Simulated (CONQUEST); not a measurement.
Runs of CONQUEST 1.3 on SnO2 (Cassiterite). The structure is tetragonal, space group P4_2/mnm (No. 136). The conventional cell has a = 4.738 Å, b = 4.738 Å, c = 3.187 Å, α = 90.00°, β = 90.00°, γ = 90.00°. Sn (site symmetry mmm) has 6 O at 2.05 to 2.06 Å as nearest neighbours. Around O (site symmetry m2m) lie 3 Sn at 2.05 to 2.06 Å. 

```csv
task,level,potentials or basis,k mesh,smearing,mesh quality,gap on the mesh (eV),pressure (GPa),V0 of scaled cells (Å³/atom),B0 (GPa),largest force (eV/Å)
density of states,PBEsol,"PseudoDojo NC PBEsol, SZP, grid cutoff 100 Ha",5 × 4 × 4,fermi-dirac 0.027 eV,not flagged,0.85,-,-,-,-
equation of state,PBEsol,"PseudoDojo NC PBEsol, DZP, grid of 36 × 60 × 60 points",8 × 6 × 6,fermi-dirac 0.05 eV,not flagged,-,-,12.58,186,-
single point,PBE,"PseudoDojo NC PBE, SZP, grid cutoff 150 Ha",8 × 6 × 6,fermi-dirac 0.05 eV,not flagged,0.93,21.7,-,-,0.36
equation of state,LDA,"PseudoDojo NC LDA, DZP, grid of 36 × 60 × 60 points",8 × 6 × 6,fermi-dirac 0.05 eV,not flagged,-,-,12.23,(b),-
single point,PBE,"PseudoDojo NC PBE, DZP, grid cutoff 150 Ha",8 × 6 × 6,fermi-dirac 0.05 eV,not flagged,1.04,17.8,-,-,0.27
single point,PBE,"PseudoDojo NC PBE, DZ, grid cutoff 150 Ha",8 × 6 × 6,fermi-dirac 0.05 eV,not flagged,(a),17.6,-,-,0.43
single point,PBE,"PseudoDojo NC PBE, SZ, grid cutoff 150 Ha",8 × 6 × 6,fermi-dirac 0.05 eV,not flagged,0.25,29.0,-,-,0.51
single point,PBE,"PseudoDojo NC PBE, SZP, grid cutoff 150 Ha",6 × 4 × 4,fermi-dirac 0.05 eV,not flagged,0.93,21.6,-,-,0.36
single point,PBE,"PseudoDojo NC PBE, SZP, grid cutoff 150 Ha",7 × 5 × 5,fermi-dirac 0.05 eV,not flagged,0.93,21.7,-,-,0.36
single point,PBE,"PseudoDojo NC PBE, SZP, grid cutoff 150 Ha",10 × 7 × 7,fermi-dirac 0.05 eV,not flagged,0.93,21.7,-,-,0.36
single point,PBE,"PseudoDojo NC PBE, SZP, grid cutoff 150 Ha",5 × 3 × 3,fermi-dirac 0.05 eV,coarse,0.93,21.6,-,-,0.36
single point,PBEsol,"PseudoDojo NC PBEsol, DZP, grid cutoff 150 Ha",8 × 6 × 6,fermi-dirac 0.05 eV,not flagged,(c),11.3,-,-,0.20
```

Alike in all rows: no spin polarisation; cell as given.

Problem. Fill in the values left out.

Solution. (a) 0.86; (b) 201; (c) 0.94.

Caveats: some runs use coarse meshes; the basis of atomic orbitals isn't converged, which shifts pressures, moduli and gaps; spin-orbit coupling is left out, which moves the levels of the heavy elements (some runs); the atomic basis is small (some runs); so large a pressure means that the cell lies far from this level's equilibrium, or that cutoff or potentials fall short (some runs); an odd mesh through Γ misses points on the zone boundary, where band edges often lie (some runs); the DZP basis gives volumes some 2 % larger than converged bases do, and moduli off by several per cent (some runs); the cell was scaled at fixed shape and fractional positions, which overstates the stiffness of a crystal with free parameters, most of all of layers and chains (some runs).

A k mesh can miss the band edges, and the runs leave out spin-orbit coupling on Sn.

Not every run made on this cell is shown here.
